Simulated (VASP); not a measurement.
# Band-edge properties of BP (F-43m), part 2 of 8

Aim: the gap of BP, the masses at its band edges and their response to strain. The start is a cell from a database of measured crystal structures.

VASP 6.6.1, plane waves and PAW; the level of theory is named at each step.

So far, least gap on mesh and path (eV): step 3 (bands on a dense mesh) 1.18.

## Step 4: Effective masses

Level of this step: LDA; plane waves and PAW (B, P) (VASP).

Masses follow from the curvature at each edge; two step lengths test the parabola and the numerical noise.

File INCAR:

```
SYSTEM = BP
PREC = Accurate
ENCUT = 420
EDIFF = 1E-08
NELM = 100
ISMEAR = 0
SIGMA = 0.02
LREAL = .FALSE.
ALGO = Normal
GGA = CA
NBANDS = 10
LORBIT = 11
LWAVE = .FALSE.
LCHARG = .FALSE.
KPAR = 4
```

File POSCAR:

```
BP
1.0
    0.0000000000      2.2690000000      2.2690000000
    2.2690000000      0.0000000000      2.2690000000
    2.2690000000      2.2690000000      0.0000000000
B P
1 1
Direct
    0.0000000000      0.0000000000      0.0000000000
    0.2500000000      0.2500000000      0.2500000000
```

File KPOINTS:

```
Automatic mesh
0
Gamma
10 10 10
0 0 0
```

File KPOINTS_OPT:

```
points round the band edges
26
Reciprocal
  0.0000000000   0.0000000000   0.0000000000 1
  0.4130434800   0.0000000000   0.4130434800 1
  0.0000000000  -0.0028889805  -0.0028889805 1
 -0.0000000000   0.0028889805   0.0028889805 1
 -0.0028889805   0.0000000000  -0.0028889805 1
  0.0028889805   0.0000000000   0.0028889805 1
 -0.0028889805  -0.0028889805   0.0000000000 1
  0.0028889805   0.0028889805   0.0000000000 1
  0.0000000000  -0.0108336770  -0.0108336770 1
 -0.0000000000   0.0108336770   0.0108336770 1
 -0.0108336770   0.0000000000  -0.0108336770 1
  0.0108336770   0.0000000000   0.0108336770 1
 -0.0108336770  -0.0108336770   0.0000000000 1
  0.0108336770   0.0108336770   0.0000000000 1
  0.4130434800  -0.0028889805   0.4101544995 1
  0.4130434800   0.0028889805   0.4159324605 1
  0.4101544995   0.0000000000   0.4101544995 1
  0.4159324605   0.0000000000   0.4159324605 1
  0.4101544995  -0.0028889805   0.4130434800 1
  0.4159324605   0.0028889805   0.4130434800 1
  0.4130434800  -0.0108336770   0.4022098030 1
  0.4130434800   0.0108336770   0.4238771570 1
  0.4022098030   0.0000000000   0.4022098030 1
  0.4238771570   0.0000000000   0.4238771570 1
  0.4022098030  -0.0108336770   0.4130434800 1
  0.4238771570   0.0108336770   0.4130434800 1
```

The projector-augmented-wave data sets are B and P (LDA family, release 64).

The run is started by

```console
$ mpirun -np 4 vasp_std
```

What it wrote:

```text
[... set-up lines as in an earlier step ...]
 entering main loop
       N       E                     dE             d eps       ncg     rms          rms(c)
[... 10 cycles as in an earlier step ...]
DAV:  11    -0.143866258446E+02   -0.20386E-05   -0.49273E-06  1192   0.128E-02    0.358E-02
DAV:  12    -0.143866254798E+02    0.36479E-06   -0.20105E-06  1076   0.624E-03    0.700E-03
DAV:  13    -0.143866254877E+02   -0.78695E-08   -0.81154E-08  1176   0.178E-03
   1 F= -.14386625E+02 E0= -.14386625E+02  d E =-.186630E-17
 Start KPOINTS_OPT (optional k-point list driver)
k-point batch [1-26\26]
       N       E                     dE             ncg
DAV:   1     0.118515056853E+04   -0.30798E+04      528
DAV:   2     0.649467362514E+03   -0.53568E+03      800
DAV:   3     0.637443130492E+03   -0.12024E+02      652
DAV:   4     0.637402883014E+03   -0.40247E-01      698
DAV:   5     0.637402689745E+03   -0.19327E-03      626
DAV:   6     0.637402688034E+03   -0.17111E-05      746
DAV:   7     0.637402688030E+03   -0.45305E-08      630
```

Wall time 2.4 s (4 MPI ranks of Intel Xeon 6975P-C (Granite Rapids), shared host); peak memory 0.47 GiB; 7.2 s of CPU time.

OUTCAR, selected parts (step 4):

```text
The static configuration has the point symmetry T_d .

 Found     47 irreducible k-points:

   NELECT =       8.0000    total number of electrons

 E-fermi :   7.5169

 k-point     2 :       0.1000    0.0000    0.0000
  band No.  band energies     occupation
      1      -7.8040      2.00000
      2       6.1146      2.00000
      3       7.1128      2.00000
      4       7.1128      2.00000
      5      11.1908      0.00000
      6      11.1908      0.00000
      7      11.2117      0.00000
      8      15.2823      0.00000
      9      18.8692      0.00000
    ...

  Total       -0.7706420     -0.7706420     -0.7706420     -0.0000000     -0.0000000     -0.0000000
  in kB      -52.8481467    -52.8481467    -52.8481467     -0.0000000     -0.0000000     -0.0000000
  external PRESSURE =     -52.8481467 kB  Pullay stress =       0.0000000 kB

  FREE ENERGIE OF THE ION-ELECTRON SYSTEM (eV)
  ---------------------------------------------------
  free  energy   TOTEN  =       -14.3866254877 eV

  energy  without entropy=      -14.3866254877  energy(sigma->0) =      -14.38662549

[... 15 parts as in an earlier step ...]

[... 1 further part left out ...]
```

This step gave:

```yaml
scf_cycles: 13
bands: 10
irreducible_k_points: 47
fermi_energy: 7.517 eV
pressure: -5.285 GPa
```

Central differences; holes have negative curvature. Effective masses along the Cartesian axes:

| edge | band from the gap | direction | step (Å⁻¹) | mass (electron masses) |
| --- | --- | --- | --- | --- |
| VBM | -1 | x | 0.008 | -0.3459 |
| VBM | -2 | x | 0.008 | -0.2558 |
| VBM | -3 | x | 0.008 | -0.2558 |
| VBM | -1 | y | 0.008 | -0.3459 |
| VBM | -2 | y | 0.008 | -0.2558 |
| VBM | -3 | y | 0.008 | -0.2558 |
| VBM | -1 | z | 0.008 | -0.3459 |
| VBM | -2 | z | 0.008 | -0.2558 |
| VBM | -3 | z | 0.008 | -0.2558 |
| VBM | -1 | x | 0.03 | -0.3463 |
| VBM | -2 | x | 0.03 | -0.257 |
| VBM | -3 | x | 0.03 | -0.257 |
| VBM | -1 | y | 0.03 | -0.3463 |
| VBM | -2 | y | 0.03 | -0.257 |
| VBM | -3 | y | 0.03 | -0.257 |
| VBM | -1 | z | 0.03 | -0.3463 |
| VBM | -2 | z | 0.03 | -0.257 |
| VBM | -3 | z | 0.03 | -0.257 |
| CBM | 1 | x | 0.008 | 0.2241 |
| CBM | 1 | y | 0.008 | 1.229 |
| CBM | 1 | z | 0.008 | 0.2241 |
| CBM | 1 | x | 0.03 | 0.2245 |
| CBM | 1 | y | 0.03 | 1.231 |
| CBM | 1 | z | 0.03 | 0.2245 |

The run ends at a pressure of -5.28 GPa.

## Step 5: Bands with spin-orbit coupling

This step: LDA, spin-orbit coupling; plane waves and PAW (B, P) (VASP 6.6.1).

Spin-orbit coupling can split and shift the band edges, more so for heavy elements, so the bands are solved again with spinors.

File INCAR:

```
SYSTEM = BP
PREC = Accurate
ENCUT = 420
EDIFF = 1E-06
NELM = 100
ISMEAR = 0
SIGMA = 0.02
LREAL = .FALSE.
ALGO = Normal
GGA = CA
LNONCOLLINEAR = .TRUE.
MAGMOM = 0 0 0 0 0 0
NBANDS = 20
GGA_COMPAT = .FALSE.
LASPH = .TRUE.
LSORBIT = .TRUE.
LORBIT = 11
LWAVE = .FALSE.
LCHARG = .FALSE.
KPAR = 4
ISIF = 2
```

POSCAR is that of step 4.

KPOINTS is that of step 4.

File KPOINTS_OPT:

```
Line mode
16
Line-mode
Reciprocal
  0.00000000   0.00000000   0.00000000 GAMMA
  0.50000000   0.00000000   0.50000000 X

  0.50000000   0.00000000   0.50000000 X
  0.50000000   0.25000000   0.75000000 W

  0.50000000   0.25000000   0.75000000 W
  0.37500000   0.37500000   0.75000000 K

  0.37500000   0.37500000   0.75000000 K
  0.00000000   0.00000000   0.00000000 GAMMA

  0.00000000   0.00000000   0.00000000 GAMMA
  0.50000000   0.50000000   0.50000000 L

  0.50000000   0.50000000   0.50000000 L
  0.62500000   0.25000000   0.62500000 U

  0.62500000   0.25000000   0.62500000 U
  0.50000000   0.25000000   0.75000000 W

  0.50000000   0.25000000   0.75000000 W
  0.50000000   0.50000000   0.50000000 L

  0.50000000   0.50000000   0.50000000 L
  0.37500000   0.37500000   0.75000000 K

  0.62500000   0.25000000   0.62500000 U
  0.50000000   0.00000000   0.50000000 X
```

The run is started by

```console
$ mpirun -np 4 vasp_ncl
```

What it wrote:

```text
[... set-up lines as in an earlier step ...]
 entering main loop
       N       E                     dE             d eps       ncg     rms          rms(c)
DAV:   1     0.984221534914E+01    0.98422E+01   -0.29528E+03  2920   0.605E+02
DAV:   2    -0.142658135630E+02   -0.24108E+02   -0.22342E+02  3964   0.126E+02
DAV:   3    -0.152062571941E+02   -0.94044E+00   -0.93057E+00  3716   0.206E+01
DAV:   4    -0.152117795692E+02   -0.55224E-02   -0.55203E-02  3564   0.194E+00
DAV:   5    -0.152118237018E+02   -0.44133E-04   -0.44131E-04  3520   0.171E-01    0.734E+00
DAV:   6    -0.145082056942E+02    0.70362E+00   -0.46436E-01  3448   0.592E+00    0.392E+00
DAV:   7    -0.143998764997E+02    0.10833E+00   -0.18133E-01  3716   0.311E+00    0.131E+00
DAV:   8    -0.143870550491E+02    0.12821E-01   -0.21554E-02  3544   0.110E+00    0.217E-01
DAV:   9    -0.143869984922E+02    0.56557E-04   -0.16958E-03  3528   0.303E-01    0.119E-01
DAV:  10    -0.143870140176E+02   -0.15525E-04   -0.10944E-04  3576   0.724E-02    0.555E-02
DAV:  11    -0.143870180041E+02   -0.39865E-05   -0.21000E-05  3416   0.348E-02    0.275E-02
DAV:  12    -0.143870185796E+02   -0.57542E-06   -0.63755E-07  3132   0.614E-03
   1 F= -.14387019E+02 E0= -.14387019E+02  d E =-.178775E-14  mag=    -0.0000    -0.0000     0.0000
 Start KPOINTS_OPT (optional k-point list driver)
k-point batch [1-73\160]
       N       E                     dE             ncg
DAV:   1     0.251738564397E+04   -0.12166E+05     2920
DAV:   2     0.791875471555E+03   -0.17255E+04     4028
DAV:   3     0.724903361274E+03   -0.66972E+02     3744
DAV:   4     0.724508143967E+03   -0.39522E+00     3596
DAV:   5     0.724504769880E+03   -0.33741E-02     3580
DAV:   6     0.724504729167E+03   -0.40713E-04     3660
DAV:   7     0.724504728554E+03   -0.61262E-06     3024
[...]
k-point batch [147-160\160]
       N       E                     dE             ncg
DAV:   1     0.183017283523E+05   -0.39537E+04      560
DAV:   2     0.180036354411E+05   -0.29809E+03      780
DAV:   3     0.179945872447E+05   -0.90482E+01      736
DAV:   4     0.179945426870E+05   -0.44558E-01      720
DAV:   5     0.179945423482E+05   -0.33876E-03      688
DAV:   6     0.179945423450E+05   -0.32484E-05      716
DAV:   7     0.179945423449E+05   -0.31661E-07      588
```

Elapsed: 12 s, on 4 MPI ranks; peak memory 0.79 GiB.

From OUTCAR (step 5):

```text
   k-points           NKPTS =     73   k-points in BZ     NKDIM =     73   number of bands    NBANDS=     20

   NELECT =       8.0000    total number of electrons

 E-fermi :   7.5164

 k-point     1 :       0.0000    0.0000    0.0000
  band No.  band energies     occupation
    ...
      4       7.3780      1.00000
      5       7.4200      1.00000
      6       7.4200      1.00000
      7       7.4200      1.00000
      8       7.4200      1.00000
      9      10.7529      0.00000
     10      10.7529      0.00000
     11      10.8002      0.00000
     12      10.8002      0.00000
     13      10.8002      0.00000
    ...

  Total       -0.7662314     -0.7662314     -0.7662314     -0.0000000     -0.0000000      0.0000000
  in kB      -52.5456845    -52.5456845    -52.5456845     -0.0000000     -0.0000000      0.0000000
  external PRESSURE =     -52.5456845 kB  Pullay stress =       0.0000000 kB

  FREE ENERGIE OF THE ION-ELECTRON SYSTEM (eV)
  ---------------------------------------------------
  free  energy   TOTEN  =       -14.3870185796 eV

  energy  without entropy=      -14.3870185796  energy(sigma->0) =      -14.38701858

 Spin-Orbit-Coupling matrix elements
 Ion:    1  E_soc:     -0.0000042
 Ion:    2  E_soc:     -0.0007824

 magnetization (x)
# of ion       s       p       d       tot
------------------------------------------
    1       -0.000   0.000   0.000  -0.000
    2        0.000   0.000   0.000   0.000
--------------------------------------------------
tot         -0.000   0.000   0.000  -0.000

 magnetization (y)
# of ion       s       p       d       tot
------------------------------------------
    1        0.000   0.000   0.000   0.000
    2        0.000   0.000   0.000   0.000
--------------------------------------------------
tot          0.000   0.000   0.000   0.000

 magnetization (z)
# of ion       s       p       d       tot
------------------------------------------
    1       -0.000  -0.000   0.000  -0.000
    2        0.000   0.000   0.000   0.000
--------------------------------------------------
tot         -0.000  -0.000   0.000  -0.000

[... 7 parts as in an earlier step ...]

[... 10 further parts left out ...]
```

This step gave:

- SCF cycles: 12
- bands: 20
- irreducible k-points: 73
- Fermi energy: 7.516 eV
- pressure: -5.255 GPa
- least gap on mesh and path: 1.173 eV
- least direct gap on mesh and path: 3.333 eV
- conduction bottom at k: 0.4, 0.4, 0

The spin moment in the PAW sphere vanishes on all atoms.

On-site spin-orbit energy by atom:

| atom | on-site spin-orbit energy (eV) |
| --- | --- |
| B1 | 0.0000 |
| P2 | -0.0008 |

Electronic bands along the path, in eV, zero at the valence-band top; v1 is the highest filled band, c1 the lowest empty one:

| point | v4 | v3 | v2 | v1 | c1 | c2 | c3 | c4 |
| --- | --- | --- | --- | --- | --- | --- | --- | --- |
| Γ | 0.00 | 0.00 | 0.00 | 0.00 | 3.33 | 3.33 | 3.38 | 3.38 |
| 0.47 of the way | -2.57 | -2.57 | -2.55 | -2.55 | 1.86 | 1.86 | 5.25 | 5.25 |
| X | -4.13 | -4.13 | -4.11 | -4.11 | 1.29 | 1.29 | 1.54 | 1.54 |
| 0.47 of the way | -4.87 | -4.86 | -4.81 | -4.81 | 2.66 | 2.66 | 3.06 | 3.06 |
| W | -5.72 | -5.69 | -5.51 | -5.51 | 5.23 | 5.23 | 6.65 | 6.65 |
| 0.53 of the way | -6.13 | -6.11 | -4.35 | -4.34 | 3.30 | 3.30 | 6.00 | 6.00 |
| K | -6.27 | -6.25 | -3.51 | -3.51 | 2.07 | 2.07 | 5.91 | 5.91 |
| 0.47 of the way | -4.19 | -4.17 | -1.25 | -1.25 | 4.41 | 4.42 | 5.27 | 5.27 |
| Γ | 0.00 | 0.00 | 0.00 | 0.00 | 3.33 | 3.33 | 3.38 | 3.38 |
| 0.53 of the way | -1.22 | -1.22 | -1.19 | -1.19 | 3.95 | 3.95 | 4.75 | 4.75 |
| L | -1.78 | -1.78 | -1.75 | -1.75 | 3.77 | 3.77 | 4.66 | 4.66 |
| 0.47 of the way | -3.97 | -3.96 | -2.48 | -2.48 | 3.31 | 3.32 | 6.31 | 6.31 |
| U | -6.27 | -6.25 | -3.51 | -3.51 | 2.07 | 2.07 | 5.91 | 5.91 |
| 0.47 of the way | -6.13 | -6.11 | -4.35 | -4.34 | 3.30 | 3.30 | 6.00 | 6.00 |
| W | -5.72 | -5.69 | -5.51 | -5.51 | 5.23 | 5.23 | 6.65 | 6.65 |
| 0.47 of the way | -4.75 | -4.73 | -3.30 | -3.29 | 4.14 | 4.15 | 5.24 | 5.26 |
| L | -1.78 | -1.78 | -1.75 | -1.75 | 3.77 | 3.77 | 4.66 | 4.66 |
| 0.53 of the way | -4.42 | -4.42 | -2.64 | -2.64 | 3.11 | 3.12 | 6.74 | 6.74 |
| K | -6.27 | -6.25 | -3.51 | -3.51 | 2.07 | 2.07 | 5.91 | 5.91 |
| jump to U | -6.27 | -6.25 | -3.51 | -3.51 | 2.07 | 2.07 | 5.91 | 5.91 |
| 0.53 of the way | -4.98 | -4.97 | -3.98 | -3.98 | 1.54 | 1.54 | 2.74 | 2.75 |
| X | -4.13 | -4.13 | -4.11 | -4.11 | 1.29 | 1.29 | 1.54 | 1.54 |

Of the projections kept (B, P), the largest for each band there; the rest of the weight can lie on other orbitals:

| point | v4 | v3 | v2 | v1 | c1 | c2 | c3 | c4 |
| --- | --- | --- | --- | --- | --- | --- | --- | --- |
| Γ | B 0.56 | B 0.56 | B 0.56 | B 0.56 | P 0.65 | P 0.65 | P 0.67 | P 0.67 |
| X | P 0.55 | P 0.55 | P 0.54 | P 0.54 | B 0.77 | B 0.77 | P 0.61 | P 0.61 |
| W | P 0.63 | P 0.63 | B 0.51 | B 0.51 | B 1.00 | B 1.00 | P 1.00 | P 1.00 |
| K | P 0.57 | P 0.57 | P 0.54 | P 0.54 | B 0.60 | B 0.60 | B 0.59 | B 0.59 |
| Γ | B 0.56 | B 0.56 | B 0.56 | B 0.56 | P 0.65 | P 0.65 | P 0.67 | P 0.67 |
| L | P 0.52 | P 0.52 | P 0.51 | P 0.51 | B 0.54 | B 0.54 | P 0.55 | P 0.55 |

(Part 2 of 8 ends here.)

[Lines on the potential files, build, host, timing and source positions are cut from VASP's logs without a mark.]

[Logs are printed without paths, hosts, clocks, repeated set-up lines and the standing remarks that a program may print on its own settings, such as how far it seeks lower states.]

[Hosts, paths, dates, database ids (printed as entryN), source tags and the programs' standing remarks are cut or masked in the printed files.]

[In band tables of VASP the shares of atoms and orbitals are scaled to a sum of 1 inside the atoms' spheres.]

[Gaps and slopes under strain along one axis are those of the sampled path and mesh points; where strain splits equal valleys, another of them can be the edge.]
